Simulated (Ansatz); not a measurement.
Relaxing Hf$_{2}$Si

Method: DFT r2SCAN, scalar-relativistic, plane waves, PAW (Ansatz). Run with 500 eV cutoff, 10×10×10 k-mesh, Gaussian smearing of 0.10 eV, no spin polarisation.

What was changed: relaxed at -1 GPa.

Spin–orbit coupling is left out, which can shift energies with elements as heavy as these.

Command:

```bash
ansatz run input.yaml --threads 1 --pin off --max-ram 2560MiB --backend cpu --events-out ev --progress --plain --runs-dir out
```

Input:

```yaml
crystal:
  lattice:
    - [-3.2904823762, 3.2904823762, 2.592230915]
    - [3.2904823762, -3.2904823762, 2.592230915]
    - [3.2904823762, 3.2904823762, -2.592230915]
  atoms:
    - { symbol: Hf, position: [0.8434478116, 0.6565521884, 0.5] }
    - { symbol: Hf, position: [0.3434478116, 0.8434478116, 0.1868956232] }
    - { symbol: Hf, position: [0.1565521884, 0.3434478116, 0.5] }
    - { symbol: Hf, position: [0.6565521884, 0.1565521884, 0.8131043768] }
    - { symbol: Si, position: [0.75, 0.75, 0.0] }
    - { symbol: Si, position: [0.25, 0.25, 0.0] }
basis:
  ecutwfc: 500
kpoints:
  mp_grid: { grid: [10, 10, 10] }
hamiltonian:
  xc: r2scan
scf:
  occupations: { method: gaussian, width: 0.1 }
output:
  forces: true
  stress: true
  eigenvalues: true
relax:
  adjacent_minimum: "off"
  f_tol: 0.008
  max_steps: 50
  cell: { stress_tol: 0.08, p_target: -1.0 }
```

F is the free energy. Steps run on the plane waves of an earlier cell, but the last one, and at times one on the way, on a freshly chosen basis, so a repeated geometry can differ a little in energy. The relaxation lowers the enthalpy F + PV at the target pressure, so F itself can rise.

Steps:

```csv
step,F − F(1) (eV),largest force component (eV/Å),V (Å³/atom),P (GPa)
1,0.0000,0.005,18.711,-1.42
2,-0.0048,0.007,18.560,-0.25
3,-0.0025,0.003,18.657,-1.00
4,-0.0025,0.003,18.657,-1.00
```

Relaxed structure:

```yaml
crystal:
  lattice:
    - [-3.28729, 3.28729, 2.58973]
    - [3.28729, -3.28729, 2.58973]
    - [3.28729, 3.28729, -2.58973]
  atoms:
    - { symbol: Hf, position: [0.84339, 0.65661, 0.50000] }
    - { symbol: Hf, position: [0.34339, 0.84339, 0.18677] }
    - { symbol: Hf, position: [0.15661, 0.34339, 0.50000] }
    - { symbol: Hf, position: [0.65661, 0.15661, 0.81323] }
    - { symbol: Si, position: [0.75000, 0.75000, 0.00000] }
    - { symbol: Si, position: [0.25000, 0.25000, 0.00000] }
```

Symmetry: I4/mcm, No. 140, tetragonal system. The conventional cell has a = 6.575 Å, b = 6.575 Å, c = 5.179 Å, α = 90.00°, β = 90.00°, γ = 90.00°. Hf (site symmetry m2m) is surrounded by 4 Si at 2.80 Å and 3 Hf at 2.91 to 3.12 Å. Si (site symmetry 422) has 2 Si at 2.59 Å and 8 Hf at 2.80 Å as nearest neighbours.

The run converged. The run took 5.6 min on 1 thread of Intel(R) Xeon(R) Processor @ 2.70GHz, on a shared host, peak memory 1.1 GiB.